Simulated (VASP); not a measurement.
# C61N2 (a cell with a defect) in VASP: a series of runs, part 2 of 2

VASP 6.6.1.

### Step 3. Hyperfine couplings, HSE06, collinear spin, ferromagnetic start

Input file POSCAR:

```
C61N2                                   
1.0
    7.1440000000      0.0000000000      0.0000000000
    0.0000000000      7.1440000000      0.0000000000
    0.0000000000      0.0000000000      7.1440000000
  N               C             
     2    61
Direct
     0.1372320674033158    0.1374644517939795    0.1374644510222458
     0.1372320674252510    0.8625355450483357    0.8625355468746849
     0.0054726249714644    0.2494098625221034    0.2494098612594375
     0.1245482960050519    0.3765286529592599    0.3765286553632918
     0.2491870815998446    0.0060481109379223    0.2491287047274825
     0.3760976327819058    0.1250501207723362    0.3765649571655980
     0.2491870821464525    0.2491287055764136    0.0060481155467289
     0.3760976343310036    0.3765649556599975    0.1250501197620169
     0.9997464955151806    0.0000000010521543    0.5000000003009409
     0.1233505316299259    0.1225117425886147    0.6276654768492247
     0.9975992635226962    0.2459111608810123    0.7540888463485781
     0.1233505323465175    0.3723345325657220    0.8774882630320997
     0.2491870812244615    0.9939518874172418    0.7508712991285931
     0.3720496147213145    0.1221760272390064    0.8778239788065307
     0.2497270087960511    0.2492378746220529    0.5019245139934057
     0.3745274563059856    0.3741950512907586    0.6258049537708793
     0.9997464932605044    0.5000000017568740    0.9999999998955176
     0.1233505320073353    0.6276654684057154    0.1225117427849796
     0.9975992657418630    0.7540888390158536    0.2459111612099988
     0.1233505319810897    0.8774882585099774    0.3723345301314863
     0.2497270096239992    0.5019245075834293    0.2492378743809990
     0.3745274564873980    0.6258049484015332    0.3741950492840876
     0.2491870819045169    0.7508712929051334    0.9939518875044610
     0.3720496151146196    0.8778239705938069    0.1221760268373931
     0.9997169898298632    0.4999999994500366    0.4999999990493144
     0.1245482964905961    0.6234713449359571    0.6234713450062714
     0.0054726247096697    0.7505901362160431    0.7505901314668243
     0.2497270092911093    0.4980754918194377    0.7507621279273687
     0.3760976346701367    0.6234350447698350    0.8749498798120379
     0.2497270096133587    0.7507621248411595    0.4980754877862873
     0.3760976330765795    0.8749498806838200    0.6234350425058646
     0.5001732866566063    0.9999999990260174    0.0000000008949439
     0.6254199730027811    0.1248860349538373    0.1248860359522913
     0.5008678163855632    0.2502151743538852    0.2502151742553935
     0.6257256400307579    0.3748476743334427    0.3748476730534815
     0.7505509094203369    0.9980468542896213    0.2483586360950080
     0.8768171092909448    0.1236797865014227    0.3729489592769516
     0.7505509065949070    0.2483586373863775    0.9980468543193690
     0.8768171068540340    0.3729489621717952    0.1236797855166002
     0.4995409440061245    0.0000000011209927    0.5000000006038579
     0.6235509172994380    0.1238293437318374    0.6237807922811276
     0.4985677650141109    0.2491934878411201    0.7508065182697701
     0.6235509172340151    0.3762192122118810    0.8761706586194381
     0.7505509092549323    0.0019531463116392    0.7516413616830875
     0.8627391091902116    0.1329152278923308    0.8670847732518129
     0.7508804205867982    0.2497195923450294    0.4992419643744327
     0.8756022382113841    0.3753444958571815    0.6246555008356192
     0.4995409447086347    0.5000000013973352    0.0000000011957039
     0.6235509181012527    0.6237807900885849    0.1238293442281469
     0.4985677653795871    0.7508065128978988    0.2491934868672790
     0.6235509174481230    0.8761706584122994    0.3762192100602071
     0.7508804205285257    0.4992419669008565    0.2497195924547411
     0.8756022382186646    0.6246555034159382    0.3753444956804121
     0.7505509076562419    0.7516413623207490    0.0019531426443690
     0.8627391094077678    0.8670847712969105    0.1329152276876504
     0.5001846696918321    0.4999999995840294    0.4999999995203495
     0.6257256399614491    0.6251523262270978    0.6251523222585250
     0.5008678167182669    0.7497848258817165    0.7497848230554934
     0.6254199729765920    0.8751139648518439    0.8751139624809737
     0.7508804196882437    0.5007580329767364    0.7502804020293630
     0.8768171072342035    0.6270510387847203    0.8763202074514356
     0.7508804205155999    0.7502804078674287    0.5007580299731045
     0.8768171082030075    0.8763202139519197    0.6270510335944306
```

Input file INCAR.step1:

```
PREC = Accurate ; ENCUT = 420
EDIFF = 1E-5 ; ISMEAR = 0
SIGMA = 0.01 ; LREAL = F
LASPH = T ; NELM = 60
ALGO = Normal ; ISIF = 2
LWAVE = T ; LCHARG = F
ISPIN = 2 ; MAGMOM = 0 0 0 0 0 0 0 0 0 0 0 0 0 0 0 0 0 0 0 0 0 0 0 0 0 0 0 0 0 0 0 0 0 0 0 0 0 0 0 0 0 0 0 0 0.5 0 0 0 0 0 0 0 0 0 0.5 0 0 0 0 0 0 0 0
LORBIT = 11 ; NUPDOWN = 1
NELECT = 255 ; ISYM = 0
NCORE = 4 ; NGYROMAG = 3.0777 10.7084
LEFG = T ; QUAD_EFG = 20.44 0
GGA = PE
```

Input file INCAR.step2:

```
PREC = Accurate ; ENCUT = 420
EDIFF = 1E-6 ; ISMEAR = 0
SIGMA = 0.01 ; LREAL = F
LASPH = T ; NELM = 60
ALGO = Normal ; ISIF = 2
LWAVE = F ; LCHARG = F
ISPIN = 2 ; MAGMOM = 0 0 0 0 0 0 0 0 0 0 0 0 0 0 0 0 0 0 0 0 0 0 0 0 0 0 0 0 0 0 0 0 0 0 0 0 0 0 0 0 0 0 0 0 0.5 0 0 0 0 0 0 0 0 0 0.5 0 0 0 0 0 0 0 0
LORBIT = 11 ; NUPDOWN = 1
GGA = PE ; LHFCALC = T
HFSCREEN = 0.2 ; PRECFOCK = Fast
LHYPERFINE = T ; NELECT = 255
ISYM = 0 ; NCORE = 4
NGYROMAG = 3.0777 10.7084 ; LEFG = T
QUAD_EFG = 20.44 0 ; ISTART = 1
```

Input file KPOINTS:

```
Automatic mesh
0
Gamma
  1 1 1
```

Potentials or basis: VASP PAW PBE potentials, release 64 (N, C).

Command:

```bash
> cat potpaw_PBE.64/N/POTCAR potpaw_PBE.64/C/POTCAR > POTCAR
> cp INCAR.step1 INCAR
> mpirun -np 8 vasp_std > vasp.out
> cp INCAR.step2 INCAR
> mpirun -np 8 vasp_std > vasp.out
```

OUTCAR:

```text
PREC = Accurate
   ENCUT = 420
   EDIFF = 1E-6
   ISMEAR = 0
   LREAL = F
   LASPH = T
   NELM = 60
   ISIF = 2
   ISPIN = 2
   LORBIT = 11
   NUPDOWN = 1
   GGA = PE
   LHFCALC = T
   HFSCREEN = 0.2
   PRECFOCK = Fast
   NELECT = 255
   ISYM = 0
   ISTART = 1

 ion  position               nearest neighbor table
   1  0.137  0.137  0.137-   7 1.47   5 1.47   3 1.47
   2  0.137  0.863  0.863-  13 1.47  23 1.47  27 1.47
   3  0.005  0.249  0.249-   1 1.47   4 1.54  37 1.56  39 1.56
   4  0.125  0.377  0.377-  25 1.53   3 1.54  21 1.56  15 1.56
   5  0.249  0.006  0.249-   1 1.47   6 1.54  20 1.56  24 1.56
   6  0.376  0.125  0.377-  40 1.53   5 1.54  15 1.55  34 1.55
   7  0.249  0.249  0.006-   1 1.47   8 1.54  12 1.56  14 1.56
   8  0.376  0.377  0.125-  48 1.53   7 1.54  21 1.55  34 1.55
[... 41 lines left out ...]
  50  0.499  0.751  0.249-  22 1.54  49 1.56  51 1.56  24 1.57
  51  0.624  0.876  0.376-  40 1.53  36 1.55  50 1.56  62 1.56
  52  0.751  0.499  0.250-  35 1.55  53 1.55  49 1.56  39 1.56
  53  0.876  0.625  0.375-  25 1.54  62 1.55  52 1.55  19 1.57
  54  0.751  0.752  0.002-  55 1.48  59 1.55  61 1.55  49 1.55
  55  0.863  0.867  0.133-  36 1.48  54 1.48  19 1.49
  56  0.500  0.500  0.500-  57 1.55  35 1.55  22 1.56  16 1.56
  57  0.626  0.625  0.625-  58 1.54  60 1.55  62 1.55  56 1.55
  58  0.501  0.750  0.750-  57 1.54  59 1.55  31 1.55  29 1.55
  59  0.625  0.875  0.875-  32 1.55  58 1.55  54 1.55  44 1.55
  60  0.751  0.501  0.750-  57 1.55  47 1.55  43 1.56  61 1.56
  61  0.877  0.627  0.876-  17 1.54  54 1.55  27 1.56  60 1.56
  62  0.751  0.750  0.501-  57 1.55  53 1.55  51 1.56  63 1.56
  63  0.877  0.876  0.627-   9 1.54  44 1.55  27 1.56  62 1.56

IMPORTANT INFORMATION: All symmetrisations will be switched off!
NOSYMM: (Re-)initialisation of all symmetry stuff for point group C_1.

----------------------------------------------------------------------------------------

[... 786 lines left out ...]
   2      -7.384       0.012      20.440
   3       0.000       0.096       0.000
   4       0.000       0.800       0.000
   5       0.000       0.110       0.000
   6       0.000       0.953       0.000
[... 55 lines left out ...]
  62       0.000       0.614       0.000
  63       0.000       0.779       0.000
----------------------------------------------------------------------

 Fermi contact (isotropic) hyperfine coupling parameter (MHz)
 -------------------------------------------------------------
  ion      A_pw      A_1PS     A_1AE     A_1c      A_tot
 -------------------------------------------------------------
   1       0.028     0.025    -4.889    -0.347    -4.887
   2       0.028     0.025    -4.890    -0.347    -4.887
   3      -0.079    -0.080    -0.933     0.115    -0.932
   4      -0.048    -0.049    -0.682     0.065    -0.681
   5      -0.015    -0.016    -1.126    -0.030    -1.126
   6       0.365     0.366     1.050    -0.709     1.049
[... 55 lines left out ...]
  62      -0.186    -0.190    -4.497     0.143    -4.493
  63       0.486     0.492     6.194    -0.677     6.189
 -------------------------------------------------------------

 Dipolar hyperfine coupling parameters (MHz)
 ---------------------------------------------------------------------
  ion      A_xx      A_yy      A_zz      A_xy      A_xz      A_yz
 ---------------------------------------------------------------------
   1      -0.283     0.142     0.142     0.188     0.188    -0.324
   2      -0.283     0.142     0.142    -0.188    -0.188    -0.324
   3      -0.547     0.274     0.274     0.232     0.232     0.601
   4      -0.176     0.088     0.088     0.032     0.032     0.035
   5       0.708    -0.650    -0.058     0.054     0.625     0.005
   6       0.072     0.045    -0.117    -0.501     0.442    -0.548
[... 55 lines left out ...]
  62      -0.460    -0.170     0.629     0.135    -0.196    -0.025
  63      -1.590     0.318     1.272    -0.564    -0.347     1.573
 ---------------------------------------------------------------------

 Total hyperfine coupling parameters after diagonalization (MHz)
 (convention: |A_zz| > |A_xx| > |A_yy|)
 ----------------------------------------------------------------------
  ion      A_xx      A_yy      A_zz     asymmetry (A_yy - A_xx)/ A_zz
 ----------------------------------------------------------------------
   1      -4.849    -4.421    -5.390      -0.079
   2      -4.849    -4.422    -5.390      -0.079
   3      -1.260     0.015    -1.552      -0.822
   4      -0.628    -0.552    -0.864      -0.088
   5      -1.532    -0.066    -1.779      -0.824
   6       0.640     0.458     2.048      -0.088
[... 55 lines left out ...]
  62      -4.620    -3.827    -5.032      -0.158
  63       5.406     4.441     8.720      -0.111
 ---------------------------------------------------------------------

 total charge

# of ion       s       p       d       tot
------------------------------------------
    1        1.215   2.691   0.000   3.905
    2        1.215   2.691   0.000   3.905
    3        0.825   1.714   0.000   2.539
    4        0.834   1.758   0.000   2.592
    5        0.826   1.717   0.000   2.542
    6        0.836   1.763   0.000   2.599
[... 55 lines left out ...]
   62        0.830   1.743   0.000   2.572
   63        0.829   1.744   0.000   2.573
--------------------------------------------------
tot         53.134 112.078   0.000 165.212

 magnetization (x)

# of ion       s       p       d       tot
------------------------------------------
    1       -0.001   0.003   0.000   0.001
    2       -0.001   0.003   0.000   0.001
    3       -0.000  -0.001   0.000  -0.001
    4       -0.000  -0.000   0.000  -0.000
    5       -0.000  -0.000   0.000  -0.000
    6        0.000   0.003   0.000   0.003
[... 55 lines left out ...]
   62       -0.001  -0.001   0.000  -0.002
   63        0.001   0.004   0.000   0.004
--------------------------------------------------
tot          0.070   0.581   0.000   0.651
```

It took 4.1 min on 8 MPI ranks of Intel Xeon Platinum 8488C (Sapphire Rapids), shared host; peak memory 0.24 GiB.

What came out:

| Item | Value |
| --- | --- |
| Free energy | -643.7103 eV |
| Largest force | 0.202 eV/Å |
| Net moment | 1.00 μB per cell |
| Site moments | N +0.00; C -0.00, +0.00, -0.01, +0.01, +0.02, +0.27 μB |
| Valence electrons inside the program's atomic spheres | N 3.90; C 2.54, 2.59, 2.60, 2.58, 2.57, 2.61, 2.62 |

Forces in eV/Å, atoms in the order of the input:
```
N    0.133  0.108  0.108
N    0.133 -0.108 -0.108
C    0.043 -0.010 -0.010
C    0.005 -0.023 -0.023
C   -0.014  0.051 -0.002
C   -0.020 -0.006 -0.027
C   -0.014 -0.002  0.051
C   -0.020 -0.027 -0.006
C    0.007  0.000  0.000
C    0.003 -0.012  0.008
C    0.024  0.106 -0.106
C    0.003 -0.008  0.012
C   -0.014 -0.051  0.002
C    0.018  0.004 -0.004
C    0.007  0.015 -0.015
C    0.009  0.002 -0.002
C    0.007  0.000  0.000
C    0.003  0.008 -0.012
C    0.024 -0.106  0.106
C    0.003  0.012 -0.008
C    0.007 -0.015  0.015
C    0.009 -0.002  0.002
C   -0.014  0.002 -0.051
C    0.018 -0.004  0.004
C   -0.020  0.000  0.000
C    0.005  0.023  0.023
C    0.043  0.010  0.010
C    0.007  0.015 -0.015
C   -0.020  0.027  0.006
C    0.007 -0.015  0.015
C   -0.020  0.006  0.027
C   -0.022  0.000  0.000
C    0.039 -0.011 -0.011
C   -0.020  0.013  0.013
C    0.007 -0.001 -0.001
C   -0.107  0.012  0.094
C   -0.002  0.005 -0.010
C   -0.107  0.094  0.012
C   -0.002 -0.010  0.005
C    0.002  0.000  0.000
C    0.027 -0.031  0.017
C    0.001  0.009 -0.009
C    0.027 -0.017  0.031
C   -0.107 -0.012 -0.094
C   -0.014 -0.065  0.065
C   -0.022  0.009  0.000
C    0.028 -0.025  0.025
C    0.002  0.000  0.000
C    0.027  0.017 -0.031
C    0.001 -0.009  0.009
C    0.027  0.031 -0.017
C   -0.022  0.000  0.009
C    0.028  0.025 -0.025
C   -0.107 -0.094 -0.012
C   -0.014  0.065 -0.065
C   -0.009  0.000  0.000
C    0.007  0.001  0.001
C   -0.020 -0.013 -0.013
C    0.039  0.011  0.011
C   -0.022  0.000 -0.009
C   -0.002  0.010 -0.005
C   -0.022 -0.009  0.000
C   -0.002 -0.005  0.010
```

Electric field gradients, principal values (V/Å²):
```tsv
atom	Vxx	Vyy	Vzz
1 N	73.829	75.574	-149.403
2 N	73.829	75.574	-149.403
3 C	-7.921	-9.603	17.524
4 C	-0.485	-4.356	4.841
5 C	-7.412	-9.240	16.651
6 C	-0.073	-3.010	3.083
7 C	-7.412	-9.240	16.651
8 C	-0.073	-3.010	3.083
9 C	-0.363	-0.713	1.077
10 C	-0.046	-4.240	4.286
11 C	4.594	8.643	-13.237
12 C	-0.046	-4.240	4.286
13 C	-7.412	-9.240	16.651
14 C	1.958	2.266	-4.224
15 C	0.024	1.328	-1.352
16 C	-0.769	-1.144	1.913
17 C	-0.363	-0.713	1.077
18 C	-0.046	-4.240	4.286
19 C	4.594	8.643	-13.237
20 C	-0.046	-4.240	4.286
21 C	0.024	1.328	-1.352
22 C	-0.769	-1.144	1.914
23 C	-7.412	-9.240	16.651
24 C	1.958	2.266	-4.224
25 C	0.678	0.959	-1.637
26 C	-0.485	-4.356	4.841
27 C	-7.921	-9.603	17.524
28 C	0.024	1.328	-1.352
29 C	-0.073	-3.010	3.083
30 C	0.024	1.328	-1.352
31 C	-0.073	-3.010	3.083
32 C	0.604	0.904	-1.509
33 C	-1.139	-2.544	3.683
34 C	0.394	1.868	-2.263
35 C	-0.688	-0.907	1.595
36 C	5.185	8.683	-13.868
37 C	0.438	3.519	-3.957
38 C	5.185	8.683	-13.868
39 C	0.438	3.519	-3.957
40 C	-0.644	-1.712	2.355
41 C	0.834	4.620	-5.454
42 C	-2.027	-2.076	4.103
43 C	0.834	4.620	-5.454
44 C	5.185	8.683	-13.868
45 C	13.424	16.695	-30.119
46 C	-0.253	-1.060	1.313
47 C	1.814	2.752	-4.566
48 C	-0.644	-1.712	2.355
49 C	0.834	4.620	-5.454
50 C	-2.027	-2.076	4.103
51 C	0.834	4.620	-5.454
52 C	-0.253	-1.060	1.313
53 C	1.814	2.752	-4.566
54 C	5.185	8.683	-13.868
55 C	13.424	16.695	-30.119
56 C	-0.047	-1.153	1.200
57 C	-0.688	-0.907	1.595
58 C	0.394	1.868	-2.263
59 C	-1.139	-2.544	3.683
60 C	-0.253	-1.060	1.313
61 C	0.438	3.519	-3.957
62 C	-0.253	-1.060	1.313
63 C	0.438	3.519	-3.957
```

Hyperfine coupling, principal values (MHz):
```
atom               values
 1 N     -4.8, -4.4, -5.4
 2 N     -4.8, -4.4, -5.4
 3 C      -1.3, 0.0, -1.6
 4 C     -0.6, -0.6, -0.9
 5 C     -1.5, -0.1, -1.8
 6 C        0.6, 0.5, 2.0
 7 C     -1.5, -0.1, -1.8
 8 C        0.6, 0.5, 2.0
 9 C     -3.4, -1.7, -3.5
10 C       -0.7, 0.2, 2.0
11 C  -16.6, -10.4, -16.6
12 C       -0.7, 0.2, 2.0
13 C     -1.5, -0.1, -1.8
14 C        3.5, 2.3, 3.6
15 C       0.2, -0.2, 0.3
16 C        2.7, 2.3, 2.8
17 C     -3.4, -1.7, -3.5
18 C       -0.7, 0.2, 2.0
19 C  -16.6, -10.4, -16.6
20 C       -0.7, 0.2, 2.0
21 C       0.2, -0.2, 0.3
22 C        2.7, 2.3, 2.8
23 C     -1.5, -0.1, -1.8
24 C        3.5, 2.3, 3.6
25 C      -1.5, -0.8, 5.7
26 C     -0.6, -0.6, -0.9
27 C      -1.3, 0.0, -1.6
28 C       0.2, -0.2, 0.3
29 C        0.6, 0.5, 2.0
30 C       0.2, -0.2, 0.3
31 C        0.6, 0.5, 2.0
32 C     -3.7, -2.2, -3.9
33 C        2.9, 0.3, 6.1
34 C     -3.0, -2.8, -3.2
35 C     -2.9, -2.4, -3.1
36 C  -19.5, -16.8, -19.8
37 C        5.4, 4.4, 8.7
38 C  -19.5, -16.8, -19.8
39 C        5.4, 4.4, 8.7
40 C     -3.8, -0.3, -4.2
41 C     25.4, 25.0, 33.2
42 C     -1.3, -0.3, -1.4
43 C     25.4, 25.0, 33.2
44 C  -19.5, -16.8, -19.8
45 C  192.0, 191.3, 320.5
46 C     -4.6, -3.8, -5.0
47 C     21.8, 21.0, 33.6
48 C     -3.8, -0.3, -4.2
49 C     25.4, 25.0, 33.2
50 C     -1.3, -0.3, -1.4
51 C     25.4, 25.0, 33.2
52 C     -4.6, -3.8, -5.0
53 C     21.8, 21.0, 33.6
54 C  -19.5, -16.8, -19.8
55 C  192.0, 191.3, 320.5
56 C      -0.3, -0.2, 0.3
57 C     -2.9, -2.4, -3.1
58 C     -3.0, -2.8, -3.2
59 C        2.9, 0.3, 6.1
60 C     -4.6, -3.8, -5.0
61 C        5.4, 4.4, 8.7
62 C     -4.6, -3.8, -5.0
63 C        5.4, 4.4, 8.7
```

Caveat: the cell carries a net charge on a neutralising background, which shifts energy and pressure; the PAW data sets were made with another functional, which shifts forces and pressure a little; the total moment is fixed, so each spin has its own Fermi level.
